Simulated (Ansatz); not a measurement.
## HfO₂ — ¹⁷O NMR of the central transition

Cell: a computed structure from the Materials Project (it need not be an observed phase), taken as it stands.

```cif
data_HfO2
_symmetry_space_group_name_H-M 'Pbca'
_symmetry_Int_Tables_number 61
_cell_length_a 5.1413
_cell_length_b 5.2590
_cell_length_c 10.0937
_cell_angle_alpha 90.000
_cell_angle_beta 90.000
_cell_angle_gamma 90.000
loop_
_atom_site_label
_atom_site_type_symbol
_atom_site_symmetry_multiplicity
_atom_site_Wyckoff_symbol
_atom_site_fract_x
_atom_site_fract_y
_atom_site_fract_z
Hf Hf 8 c 0.9593 0.3427 0.1381
O9 O 8 c 0.8314 0.6671 0.0336
O11 O 8 c 0.2476 0.0875 0.2237
```

One atom of each set is listed.

The numbers come from a DFT calculation in Ansatz (r2SCAN, plane waves and PAW (field gradients read without the response of the frozen cores, which leaves them typically 4 to 6 % off), scalar-relativistic, 500 eV cutoff, Γ-centred 5×4×3 k-points, Fermi–Dirac smearing 0.02 eV).

¹⁷O has I = 5/2 and Q = -25.58 mb (Pyykkö 2018); at 7.05 T its Larmor frequency is ν₀ = 40.7 MHz. Only the quadrupole interaction is simulated: positions count from each site's isotropic chemical shift, and J coupling is left out, as are shift anisotropy and dipolar coupling, which fast spinning averages.

The O sites: O9 (8 atoms; 3 Hf at 2.04–2.11 Å); O11 (8 atoms; 4 Hf at 2.16–2.22 Å).

Fitted components of the simulated spectrum:

```tsv
component	|C_Q| (MHz)	η
A	0.811	0.82
B	0.977	0.34
```

(1) Which site most likely gives which component?

Answers

(1) By the calculation, A is O9, B is O11. Like point charges on the first shell alone (each adding as 1/d³) would put O9 above O11: the covalent part of each bond and the atoms beyond the first shell count as well.

Without spin–orbit coupling the gradients at and beside Hf can be off by some per cent, at some sites by more.

Hardware: 1 thread of Intel Xeon 6975P-C (Granite Rapids) (x86_64; 16 cores open to the job, memory cap 3.0 GiB, no GPU), a shared host with a load of 0.1 a core. Wall time 64 s, CPU time 64 s, peak memory 1.5 GiB.
